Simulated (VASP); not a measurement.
Crystal: TiO2.

```
CELL_PARAMETERS angstrom
4.59220 0.00000 0.00000
0.00000 4.59220 0.00000
0.00000 0.00000 2.95740
ATOMIC_POSITIONS crystal
Ti 0.00000 0.00000 0.00000
Ti 0.50000 0.50000 0.50000
O 0.30496 0.30496 0.00000
O 0.19504 0.80496 0.50000
O 0.69504 0.69504 0.00000
O 0.80496 0.19504 0.50000
```

- Program: VASP 6.6.1
- Task: relaxation of cell and atoms
- Functional: PBE
- Potentials or basis: VASP PAW PBE potentials, release 64 (Ti_sv, O)
- Cutoff: 600 eV
- k mesh: 6 × 6 × 10
- Occupations: gaussian, width 0.03 eV
- Spin: no spin polarisation

At the start: pressure 5.8 GPa; volume 10.39 Å³/atom.

**Question.** Where does the relaxation end?

**Answer.** Over 5 steps the energy falls by 5.0 meV/atom and the volume is 10.67 Å³/atom (+2.7 %); space group P4_2/mnm (No. 136, to 0.05 Å).

The path:
```csv
step,energy change (eV),largest force (eV/Å),pressure (GPa),volume (Å³)
1,0.0000,0.1242,5.83,62.37
2,0.0143,0.2349,-6.47,65.84
3,-0.0277,0.0461,0.00,63.89
4,-0.0295,0.0182,-0.01,63.98
5,-0.0297,0.0032,-0.01,64.02
```

Final structure:
```cif
data_structure
_symmetry_space_group_name_H-M 'P 1'
_symmetry_Int_Tables_number 1
_cell_length_a 4.6456
_cell_length_b 4.6456
_cell_length_c 2.9664
_cell_angle_alpha 90.000
_cell_angle_beta 90.000
_cell_angle_gamma 90.000
_cell_volume 64.02
loop_
_atom_site_label
_atom_site_type_symbol
_atom_site_fract_x
_atom_site_fract_y
_atom_site_fract_z
_atom_site_occupancy
Ti1 Ti 0.00000 0.00000 0.00000 1
Ti2 Ti 0.50000 0.50000 0.50000 1
O1 O 0.30496 0.30496 0.00000 1
O2 O 0.19504 0.80496 0.50000 1
O3 O 0.69504 0.69504 0.00000 1
O4 O 0.80496 0.19504 0.50000 1
```
